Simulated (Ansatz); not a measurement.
# CaSe (I4/mmm) in Ansatz: relaxation of the atoms with PBE

Aim: the relaxation of the atoms of CaSe with PBE.

All numbers are computed with Ansatz 0.2.0; they aren't measurements. Logs are shortened: lines on timing, memory, paths and dates and some standing lists are left out, and cuts for length are marked.

**1. The cell of the first run**

The structure is tetragonal, space group I4/mmm (No. 139). The conventional cell has a = 4.180 Å, b = 4.180 Å, c = 5.676 Å, α = 90.00°, β = 90.00°, γ = 90.00°. Se (site symmetry 4/mmm) has 6 Ca at 2.84 to 2.96 Å as nearest neighbours. Around Ca (site symmetry 4/mmm) lie 6 Se at 2.84 to 2.96 Å.

**2. Relaxation of the atoms, PBE (strain = -0.04)**

Input file input.yaml:

```yaml
crystal:
  lattice:
    - [0.0, 2.956, 2.956]
    - [2.83776, 0.0, 2.956]
    - [2.83776, 2.956, 0.0]
  atoms:
    - { symbol: Se, position: [0.5, 0.5, 0.5] }
    - { symbol: Ca, position: [0.0, 0.0, 0.0] }
kpoints:
  mp_grid: { grid: [8, 8, 8] }
scf:
  occupations: { method: fermi_dirac, width: 0.05 }
hamiltonian:
  xc: pbe
  pseudopotentials: { kind: all_electron, lapw: { basis_error: 0.001 } }
output:
  forces: true
  stress: true
relax:
  f_tol: 0.01
  max_steps: 60
```

Potentials or basis: all-electron LAPW, scalar-relativistic.

Command:

```sh
$ ansatz run input.yaml --threads 1 --pin off --max-ram 3072MiB --backend cpu --events-out ev --progress --plain --runs-dir out
```

Log:

```text
Warning: RAYON_NUM_THREADS=1 ignored (pool sized by the plan → 1); use --threads N
The last accepted step is kept in <dir> (removed where the run ends without a failure and the disk answers)
LAPW: plane waves up to 7.346 Å⁻¹, error target 1.0e-3 eV per atom; small_component_spin mean_spin; Ca in spheres of 1.357 Å, 16 of its electrons in bands, Dirac shells []; Se in spheres of 1.395 Å, 24 of its electrons in bands, Dirac shells [] (how accurate: hamiltonian.pseudopotentials.lapw.basis_error, Limitations)
Engine: ansatz 0.2.0, aarch64-unknown-linux-gnu
Pseudopotentials: kind: all_electron
Pseudopotential: Se, LAPW, valence charge 24, lapw/all_electron/scalar/gaussian/Se, Koelling and Harmon's equation, gaussian nucleus
Pseudopotential: Ca, LAPW, valence charge 16, lapw/all_electron/scalar/gaussian/Ca, Koelling and Harmon's equation, gaussian nucleus
Functional definition: PBE
  parameter kappa = 0.804
  parameter beta = 0.06672455060314922
  exchange = pbe_x(kappa = kappa, mu = beta*pi^2/3)
  correlation = pbe_c(beta = beta)
Crystal: 2 atoms, lattice volume = 49.592 Å³
Basis set: ecut = 205.58058043870284 eV, 331 PW (Γ), exchange–correlation at level 2
Bands: 24, of which v1, the nominal top of the filled ones, is band 20 counted from 1 (19 counted from 0)
Symmetry: 16 space group operations
Space group: I4/mmm (ITA 139), of the structure as read, at distance tolerance 3.7e-5 Å
k-points: 59 of 512
Non-local potential: Se, projectors of the file, none
Non-local potential: Ca, projectors of the file, none
Initial density: superposition of atomic densities (chi_scale 0.1, normalization cell, long waves kept (reshape's long-wave potential 0.00 eV rms))
Initial wavefunctions: plane waves of lowest kinetic energy (no species holds an atomic orbital)
Functional: x = pbe(κ = 0.804, μ = 0.2195149727645171), c = pbe(β = 0.06672455060314922)
iter 1 solved again at ethr=1.28e-3 eV; its pass at ethr=1.00e-1 eV (dr2=5.13e-1 eV) is discarded
SCF iter   1: F=—  HF=-84644.243012 eV  |F-HF|=—  |Δ(HF+E_count)|=         —  Δρ=2.30e-2  dr2=5.14e-1  ethr=1.28e-3  ⟨swp⟩=2.1  Hψ=8887  notcnv=0
preconditioner: auto → none  [insulator: Δε(μ)=2.334 eV  Ē_g=9.444 eV  σ=0.050 eV  W_gap=1.00  n_scr=14 (ndim 8)  ℏωp=14.9 eV  f_vac=0.000  D(μ)=0.00/eV (n_scr^D=0)  ε∞_Penn≈3.5]
iter 2 solved again at ethr=6.24e-5 eV; its pass at ethr=1.28e-3 eV (dr2=2.49e-2 eV) is discarded
SCF iter   2: F=—  HF=-84644.134825 eV  |F-HF|=—  |Δ(HF+E_count)|=   1.08e-1  Δρ=6.18e-3  dr2=2.49e-2  ethr=6.24e-5  ⟨swp⟩=2.0  Hψ=7483  notcnv=0
SCF iter   3: F=—  HF=-84644.140982 eV  |F-HF|=—  |Δ(HF+E_count)|=   6.16e-3  Δρ=3.55e-3  dr2=1.11e-2  ethr=6.23e-5  ⟨swp⟩=2.1  Hψ=4610  notcnv=0
SCF iter   4: F=—  HF=-84644.143796 eV  |F-HF|=—  |Δ(HF+E_count)|=   2.81e-3  Δρ=6.68e-4  dr2=2.54e-4  ethr=2.77e-5  ⟨swp⟩=2.0  Hψ=4329  notcnv=0
SCF iter   5: F=—  HF=-84644.144164 eV  |F-HF|=—  |Δ(HF+E_count)|=   3.68e-4  Δρ=8.96e-5  dr2=3.14e-6  ethr=6.36e-7  ⟨swp⟩=3.0  Hψ=4574  notcnv=0
SCF iter   6: F=—  HF=-84644.144164 eV  |F-HF|=—  |Δ(HF+E_count)|=   1.18e-7  Δρ=2.60e-5  dr2=1.80e-7  ethr=7.86e-9  ⟨swp⟩=3.0  Hψ=4602  notcnv=0
SCF iter   7: F=-84644.144165 eV  HF=-84644.144165 eV  |F-HF|=1.73e-8  |Δ(HF+E_count)|=   8.39e-7  Δρ=3.85e-6  dr2=4.29e-9  ethr=4.50e-10  ⟨swp⟩=3.0  Hψ=4627  notcnv=0
SCF 1 converged in 7 iterations: F = -84644.144165 eV  dr2 = 4.29e-9
relax step   1: F+E_penalty+E_count = -84644.14416484 eV  Δ(F+E_penalty+E_count) = +0.000e0 eV  max|allowed force component| = 3.451e-31 eV/Å  Δτ_max = 0.0000 Å  (7 SCF iters, accepted)
SCF converged after 7 iterations
Free energy (F): -84644.144165 eV
Harris-Foulkes:  -84644.144165 eV  (|F-HF|=1.73e-8)
Internal energy: -84644.144165 eV  (E = F + TS)
E sigma→0 (E₀):  -84644.144165 eV
Fermi energy:    9.077923 eV
--- Per-component energies (eV) ---
  E_band       = -3618.838452
  E_kinetic    = 86358.398331
  E_xc         = -3382.685573
  E_electrostatic = -167619.856922  (all electrons and nuclei)
  E_smearing   = -0.000000  (= −TS)
  E_closure    = 0.000000  (closes the sum)
  E_atoms      = -84634.732595  (free atoms, spherical and without spin; not in F)
  Σ components = -84644.144165   (vs F -84644.144165, Δ=0.00e0)
  Basis errors (estimates in eV, not in F): energy 4.5e-4 per atom: plane waves 4.1e-4 (2.3e-4 summed), levels above the bands 2.5e-28, relativity 6.0e-8, radial functions 3.5e-5, core shells 3.5e-7; eigenvalues (radial functions only) 7.0e-7; not estimated: angular momenta, meshes, grids; target (lapw.basis_error) 1.0e-3; muffin-tin radii Ca 1.357 Å, Se 1.395 Å
--- Forces (eV/Å), atoms counted from 1 ---
  atom   1  Se     0.00000000    -0.00000000    -0.00000000
  atom   2  Ca     0.00000000     0.00000000     0.00000000
  max |Σ_I F_I| component: 2.96e-31 eV/Å
--- Stress (GPa, compression-positive) ---
        7.137473       0.000000       0.000000
        0.000000       2.040242      -0.000000
        0.000000      -0.000000       2.040242
  P = ⅓ Tr σ = 3.7393 GPa (37.393 kbar)
--- Relaxed structure (1 steps of the walk, 1 accepted, 0 SCFs on fresh bases) ---
  F+E_penalty+E_count = -84644.14416484 eV   max|allowed force component| = 3.451e-31 eV/Å
  atoms:
    - { symbol: Se, position: [0.5, 0.5, 0.5] }
    - { symbol: Ca, position: [0.0, 0.0, 0.0] }
```

Run time: 8.9 s. Hardware: 1 thread of Arm Neoverse V2, shared host; peak memory 0.33 GiB.

Results:

```yaml
Free_energy: -84644.1442 eV
Pressure_after_relaxing: 3.7 GPa
Band_gap_on_the_k_mesh: 1.89 eV
```

Final structure:
```xyz
2
Lattice="0.0000 2.9560 2.9560 2.8378 0.0000 2.9560 2.8378 2.9560 0.0000" Properties=species:S:1:pos:R:3 pbc="T T T"
Se    2.8378    2.9560    2.9560
Ca    0.0000    0.0000    0.0000
```

Caveat: the relaxation stopped at its first step, so nothing moved. A k mesh can miss the band edges.
